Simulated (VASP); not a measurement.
# BAs (F-43m) in VASP: Born charges and dielectric tensor with PBE

Aim: the Born charges and dielectric tensor of BAs with PBE.

All numbers are computed with VASP 6.6.1; they aren't measurements. Logs are shortened: lines on timing, memory, paths and dates and some standing lists are left out, and cuts for length are marked.

### Step 1. The structure

The structure is cubic, space group F-43m (No. 216). The conventional cell has a = 4.809 Å, b = 4.809 Å, c = 4.809 Å, α = 90.00°, β = 90.00°, γ = 90.00°. Around B (site symmetry -43m) lie 4 As at 2.08 Å. As (site symmetry -43m) is surrounded by 4 B at 2.08 Å.

### Step 2. Born charges and dielectric tensor, PBE

File INCAR:

```
SYSTEM = BAs
  PREC = Accurate
  ENCUT = 520
  EDIFF = 1E-8
  ISMEAR = 0
  SIGMA = 0.02
  LREAL = .False.
  LASPH = .True.
  NELM = 80
  ALGO = Normal
  ISIF = 2
  LWAVE = .False.
  LCHARG = .False.
  GGA = PE
  LEPSILON = .True.
  IBRION = 8
  NSW = 1
```

File KPOINTS:

```
Automatic mesh
0
Gamma
  20 20 20
  0 0 0
```

File POSCAR:

```
BAs
1.0
    0.0000000000      2.4045500000      2.4045500000
    2.4045500000      0.0000000000      2.4045500000
    2.4045500000      2.4045500000      0.0000000000
B As
1 1
Direct
    0.0000000000      0.0000000000      0.0000000000
    0.2500000000      0.2500000000      0.2500000000
```

Potentials or basis: VASP PAW PBE potentials, release 64 (B, As).

On the command line:

```sh
$ cat potpaw_PBE.64/B/POTCAR potpaw_PBE.64/As/POTCAR > POTCAR
$ mpirun -np 1 vasp_std > vasp.out
```

OUTCAR:

```text
SYSTEM = BAs
   PREC = Accurate
   ENCUT = 520
   EDIFF = 1E-8
   ISMEAR = 0
   LREAL = .False.
   LASPH = .True.
   NELM = 80
   ISIF = 2
   GGA = PE
   LEPSILON = .True.
   IBRION = 8
   NSW = 1

 ion  position               nearest neighbor table
   1  0.000  0.000  0.000-   2 2.08   2 2.08   2 2.08   2 2.08
   2  0.250  0.250  0.250-   1 2.08   1 2.08   1 2.08   1 2.08

  LATTYP: Found a face centered cubic cell.
 ALAT       =     4.8091000000

  Lattice vectors:

 A1 = (   0.0000000000,   2.4045500000,   2.4045500000)
 A2 = (   2.4045500000,   0.0000000000,   2.4045500000)
 A3 = (   2.4045500000,   2.4045500000,   0.0000000000)

Analysis of symmetry for initial positions (statically):
=====================================================================
 Subroutine PRICEL returns:
 Original cell was already a primitive cell.

 Routine SETGRP: Setting up the symmetry group for a
 face centered cubic supercell.

 Subroutine GETGRP returns: Found 24 space group operations
 (whereof 24 operations were pure point group operations)
 out of a pool of 48 trial point group operations.

The static configuration has the point symmetry T_d .

Analysis of symmetry for dynamics (positions and initial velocities):
=====================================================================
 Subroutine PRICEL returns:
 Original cell was already a primitive cell.

 Routine SETGRP: Setting up the symmetry group for a
 face centered cubic supercell.

 Subroutine GETGRP returns: Found 24 space group operations
 (whereof 24 operations were pure point group operations)
 out of a pool of 48 trial point group operations.

The dynamic configuration has the point symmetry T_d .

 Subroutine INISYM returns: Found 24 space group operations
 (whereof 24 operations are pure point group operations),
 and found     1 'primitive' translations

----------------------------------------------------------------------------------------

                                     Primitive cell

  volume of cell :      27.8055

  direct lattice vectors                    reciprocal lattice vectors
     0.000000000  2.404550000  2.404550000    -0.207939115  0.207939115  0.207939115
     2.404550000  0.000000000  2.404550000     0.207939115 -0.207939115  0.207939115
     2.404550000  2.404550000  0.000000000     0.207939115  0.207939115 -0.207939115

  length of vectors
     3.400547221  3.400547221  3.400547221     0.360161113  0.360161113  0.360161113

  position of ions in fractional coordinates (direct lattice)
     0.000000000  0.000000000  0.000000000
     0.250000000  0.250000000  0.250000000

  ion indices of the primitive-cell ions
   primitive index   ion index
                 1           1
                 2           2

----------------------------------------------------------------------------------------

 KPOINTS: Automatic mesh

Automatic generation of k-mesh.
 Grid dimensions read from file:
 generate k-points for:   20   20   20

 Generating k-lattice:

[... 413 lines left out ...]

 Free energy of the ion-electron system (eV)
  ---------------------------------------------------
  ---------------------------------------------------
  free energy    TOTEN  =        -0.73601827 eV

  energy without entropy =       -0.73601827

------------------------ aborting loop because EDIFF is reached ----------------------------------------

--------------------------------------- Ionic step        2  -------------------------------------------

------------------------ aborting loop because EDIFF is reached ----------------------------------------

--------------------------------------- Ionic step        3  -------------------------------------------

------------------------ aborting loop because EDIFF is reached ----------------------------------------

 PIEZOELECTRIC TENSOR FIELD DIRECTION 3  (e Angst)
 -----------------------------------------------------------------------------
    -0.00059  0.12364  0.00000           ( -0.00000  0.09655  0.00000)
     0.12364 -0.00059  0.00000           (  0.09655 -0.00000  0.00000)
     0.00000  0.00000  0.00033           (  0.00000  0.00000 -0.00000)

 PIEZOELECTRIC TENSOR FIELD DIRECTION 3  (C/m^2)
 -----------------------------------------------------------------------------
    -0.00034  0.07125  0.00000
     0.07125 -0.00034  0.00000
     0.00000  0.00000  0.00019

--------------------------------------- Ionic step        4  -------------------------------------------

------------------------ aborting loop because EDIFF is reached ----------------------------------------

[... ionic steps 5 to 6 ...]

--------------------------------------- Ionic step        7  -------------------------------------------

 Free energy of the ion-electron system (eV)
  ---------------------------------------------------
  ---------------------------------------------------
  free energy    TOTEN  =        -0.03674880 eV

  energy without entropy =       -0.03674880

------------------------ aborting loop because EDIFF is reached ----------------------------------------

 INTERNAL STRAIN TENSOR  FOR ION    2  DIRECTION 1   (eV/Angst):
 -----------------------------------------------------------------------------
     0.00199  0.00000  0.00000
     0.00000  0.00013 -6.41249
     0.00000 -6.41249  0.00013

 MACROSCOPIC STATIC DIELECTRIC TENSOR (including local field effects in DFT)
 ------------------------------------------------------
           9.841045     0.000000    -0.000000
          -0.000000     9.841045     0.000000
           0.000000    -0.000000     9.841045
 ------------------------------------------------------

 PIEZOELECTRIC TENSOR (including local field effects)  for field in x, y, z        (e  Angst)
          XX          YY          ZZ          XY          YZ          ZX
  --------------------------------------------------------------------------------
  x     0.00000    -0.00000     0.00000     0.00000     0.12180     0.00000
  y    -0.00000     0.00000     0.00000     0.00000     0.00000     0.12180
  z     0.00000    -0.00000     0.00000     0.12180     0.00000     0.00000

 PIEZOELECTRIC TENSOR (including local field effects)  for field in x, y, z        (C/m^2)
          XX          YY          ZZ          XY          YZ          ZX
  --------------------------------------------------------------------------------
  x     0.00000    -0.00000     0.00000     0.00000     0.07018     0.00000
  y    -0.00000     0.00000     0.00000     0.00000     0.00000     0.07018
  z     0.00000    -0.00000     0.00000     0.07018     0.00000     0.00000

 BORN EFFECTIVE CHARGES (including local field effects) (in |e|, cummulative output)
 ---------------------------------------------------------------------------------
 ion    1
    1    -0.47309     0.00000    -0.00000
    2    -0.00000    -0.47309    -0.00000
    3     0.00000    -0.00000    -0.47309
 ion    2
    1     0.47309     0.00000     0.00000
    2     0.00000     0.47309     0.00000
    3    -0.00000     0.00000     0.47309

 INTERNAL STRAIN TENSOR FOR ION    2 for displacements in x,y,z  (eV/Angst):
          X           Y           Z          XY          YZ          ZX
  --------------------------------------------------------------------------------
  x     0.00000     0.00000     0.00000     0.00000    -6.41249     0.00000
  y     0.00000     0.00000     0.00000     0.00000     0.00000    -6.41249
  z     0.00000     0.00000     0.00000    -6.41249     0.00000     0.00000

 SECOND DERIVATIVES (NOT SYMMETRIZED)
 ------------------------------------
               1X          1Y          1Z          2X          2Y          2Z
  1X   -16.159234    0.000000    0.000000   16.159234    0.000000    0.000000
  1Y     0.000000  -16.159234    0.000000    0.000000   16.159234    0.000000
  1Z     0.000000    0.000000  -16.159234    0.000000    0.000000   16.159234
  2X    16.161767    0.000000    0.000000  -16.161767    0.000000    0.000000
  2Y     0.000000   16.161767    0.000000    0.000000  -16.161767    0.000000
  2Z     0.000000    0.000000   16.161767    0.000000    0.000000  -16.161767

 Eigenvectors and eigenvalues of the dynamical matrix
 ----------------------------------------------------

   1 f  =   20.445691 THz   128.464068 2PiTHz  681.994857 cm-1    84.556548 meV
             X         Y         Z           dx          dy          dz
      0.000000  0.000000  0.000000     0.934817    0.000000    0.000000
      1.202275  1.202275  1.202275    -0.355131    0.000000    0.000000
[... 21 lines left out ...]
   6 f/i=    0.000532 THz     0.003342 2PiTHz    0.017741 cm-1     0.002200 meV
             X         Y         Z           dx          dy          dz
      0.000000  0.000000  0.000000    -0.024965    0.114954   -0.335083
      1.202275  1.202275  1.202275    -0.065716    0.302594   -0.882043

--------------------------------------------------------------------------------------------------------

 MACROSCOPIC STATIC DIELECTRIC TENSOR IONIC CONTRIBUTION
 ------------------------------------------------------
           0.090129     0.000000    -0.000000
           0.000000     0.090129     0.000000
          -0.000000     0.000000     0.090129
 ------------------------------------------------------

 ELASTIC MODULI CONTR FROM IONIC RELAXATION (kBar)
 Direction    XX          YY          ZZ          XY          YZ          ZX
 --------------------------------------------------------------------------------
 XX          -0.0000      0.0000      0.0000     -0.0000      0.0000     -0.0000
 YY           0.0000     -0.0000      0.0000     -0.0000     -0.0000      0.0000
 ZZ           0.0000      0.0000     -0.0000      0.0000     -0.0000     -0.0000
 XY          -0.0000     -0.0000      0.0000   -154.0285      0.0000      0.0000
 YZ           0.0000     -0.0000     -0.0000      0.0000   -154.0285      0.0000
 ZX          -0.0000      0.0000     -0.0000      0.0000      0.0000   -154.0285
 --------------------------------------------------------------------------------

 PIEZOELECTRIC TENSOR IONIC CONTR  for field in x, y, z        (C/m^2)
          XX          YY          ZZ          XY          YZ          ZX
  --------------------------------------------------------------------------------
  x     0.00000    -0.00000    -0.00000    -0.00000    -0.11087     0.00000
  y    -0.00000     0.00000    -0.00000    -0.00000    -0.00000    -0.11087
  z    -0.00000    -0.00000     0.00000    -0.11087     0.00000    -0.00000
```

Wall time 19 min (1 thread of Intel Xeon Platinum 8488C (Sapphire Rapids), shared host); peak memory 0.73 GiB.

What came out:

- Band gap on the k mesh: 1.20 eV, indirect (least direct gap 3.25 eV)
- Electronic dielectric tensor (diagonal): 9.84
- Born charges (mean of the diagonal): B -0.47; As +0.47 e
- Highest phonon frequency at Γ, LO-TO splitting left out: 682 cm⁻¹

Levels at points of the mesh, in eV from the valence-band top:
```
           k point  band 1  band 2  band 3  band 4  band 5  band 6  band 7  band 8
(0.00, 0.00, 0.00)  -15.22    0.00    0.00    0.00    3.25    3.25    3.25    4.43
(0.50, 0.00, 0.00)  -12.42   -8.64   -1.79   -1.79    2.58    4.76    4.76    8.82
(0.50, 0.50, 0.00)  -11.13   -8.42   -4.00   -4.00    1.45    1.46   11.18   11.18
```

Phonon frequencies in cm⁻¹ (negative: imaginary):
```
              q point        frequencies
(0.000, 0.000, 0.000)  0 0 0 682 682 682
```

Electronic dielectric tensor:
```
9.84 0.00 0.00
0.00 9.84 0.00
0.00 0.00 9.84
```

Born effective charge tensors (e):
atom 1, B
```
-0.47  0.00  0.00
 0.00 -0.47  0.00
 0.00  0.00 -0.47
```
atom 2, As
```
0.47 0.00 0.00
0.00 0.47 0.00
0.00 0.00 0.47
```

A k mesh can miss the band edges. A hybrid or GW would open this gap; PBE tends to underestimate it.
